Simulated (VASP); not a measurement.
Write the native input for VASP 6.6.1 that does the following.

| Quantity | Value |
| --- | --- |
| Task | relaxation of cell and atoms |
| Functional | r2SCAN |
| Dispersion | rVV10 |
| Potentials or basis | VASP PAW PBE potentials, release 64 (Al) |
| Cutoff | 520 eV |
| k mesh | 18 × 18 × 18 |
| Occupations | gaussian, width 0.1 eV |
| Spin | no spin polarisation |
| Further INCAR settings | ALGO = Normal; EDIFF = 1e-07; IBRION = 2; EDIFFG = -0.002; NSW = 80; ISIF = 3 |

The structure of Al lies in POSCAR:

```
Al
1.0
    0.0000000000      2.0248050000      2.0248050000
    2.0248050000      0.0000000000      2.0248050000
    2.0248050000      2.0248050000      0.0000000000
Al
1
Direct
    0.0000000000      0.0000000000      0.0000000000
```

One way to write it, as run:

INCAR

```
SYSTEM = Al
PREC = Accurate
ENCUT = 520
EDIFF = 1E-7
ISMEAR = 0
SIGMA = 0.1
LREAL = .FALSE.
LASPH = .TRUE.
NELM = 100
ALGO = Normal
ISIF = 3
LWAVE = .FALSE.
LCHARG = .FALSE.
METAGGA = R2SCAN
LMIXTAU = .TRUE.
LUSE_VDW = .TRUE.
IVDW_NL = 2
BPARAM = 11.95
CPARAM = 0.0093
IBRION = 2
NSW = 80
EDIFFG = -0.002
```

KPOINTS

```
regular mesh
0
G
  18 18 18
  0 0 0
```

Potentials or basis: VASP PAW PBE potentials, release 64 (Al).

The run is started by

```bash
$ cat potpaw_PBE.64/Al/POTCAR > POTCAR
$ mpirun -np 1 vasp_std > vasp.out
```

Results of the run:

```yaml
Relaxed_volume: 15.80 Å³/atom
Relaxed_cell: a = 2.817 Å, b = 2.817 Å, c = 2.817 Å, α = 60.00°, β = 60.00°, γ = 60.00°
Space_group_after_relaxing_to_0.05_Å: Fm-3m (No. 225)
Energy_gained_by_relaxing: 11.0 meV/atom
Ionic_steps: 18
Pressure_after_relaxing: 0.0 GPa
Band_gap_on_the_k_mesh: none (metal or under the smearing width)
```

Caveat: the PAW data sets were made with another functional, which shifts forces and pressure a little.

It took 6.5 min on 1 thread of Intel(R) Xeon(R) Platinum 8488C (Sapphire Rapids), with other jobs on the host, peak memory 0.22 GiB.
